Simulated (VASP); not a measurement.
BN: Born charges and dielectric tensor with PBEsol

The system is BN.

```
N B
1.0
     2.49824    0.00000    0.00000
    -1.24912    2.16354    0.00000
     0.00000    0.00000    6.63570
N B
2 2
Direct
  0.66667 0.33333 0.25000
  0.33333 0.66667 0.75000
  0.66667 0.33333 0.75000
  0.33333 0.66667 0.25000
```

```yaml
Program: VASP 6.6.1
Task: Born charges and dielectric tensor
Functional: PBEsol
Potentials_or_basis: VASP PAW PBE potentials, release 64 (N, B)
Cutoff: 520 eV
k_mesh: 12 × 12 × 4
Occupations: gaussian, width 0.02 eV
Spin: no spin polarisation
Further_INCAR_settings: ALGO = Normal; EDIFF = 1e-08; IBRION = 8
```

| Property | Result |
| --- | --- |
| Band gap on the k mesh | 4.18 eV, indirect (least direct gap 4.60 eV) |
| Electronic dielectric tensor (diagonal) | 4.81, 4.81, 2.74 |
| Born charges (mean of the diagonal) | N -2.05; B +2.05 e |
| Highest phonon frequency at Γ, LO-TO splitting left out | 1374 cm⁻¹ |

Levels at points of the mesh, in eV from the valence-band top:
```csv
k point,band 4,band 5,band 6,band 7,band 8,band 9,band 10,band 11,band 12
"(0.00, 0.00, 0.00)",-4.15,-1.30,-1.30,-1.26,-1.26,5.06,10.21,11.56,11.56
"(0.50, 0.00, 0.00)",-8.88,-4.14,-4.08,-1.47,-0.44,4.18,5.61,9.51,9.97
"(0.00, 0.00, 0.50)",-5.37,-1.28,-1.28,-1.28,-1.28,7.48,7.48,11.63,11.63
"(0.50, 0.00, 0.50)",-8.92,-4.11,-4.11,-0.93,-0.93,4.66,4.66,9.93,9.93
```

Phonon frequencies in cm⁻¹ (negative: imaginary):
```
              q point                                  frequencies
(0.000, 0.000, 0.000)  0 0 0 45 45 100 741 791 1374 1374 1374 1374
```

Electronic dielectric tensor:
```
4.81 0.00 0.00
0.00 4.81 0.00
0.00 0.00 2.74
```

Born effective charge tensors (e):
atom 1, N
```
-2.71  0.00  0.00
 0.00 -2.71  0.00
 0.00  0.00 -0.75
```
atom 2, N
```
-2.71  0.00  0.00
 0.00 -2.71  0.00
 0.00  0.00 -0.75
```
atom 3, B
```
2.71 0.00 0.00
0.00 2.71 0.00
0.00 0.00 0.75
```
atom 4, B
```
2.71 0.00 0.00
0.00 2.71 0.00
0.00 0.00 0.75
```

It took 12 min on 1 thread of AMD EPYC 7R13 Processor (Zen 3), with other jobs on the host, peak memory 0.34 GiB.

 A k mesh can miss the band edges.
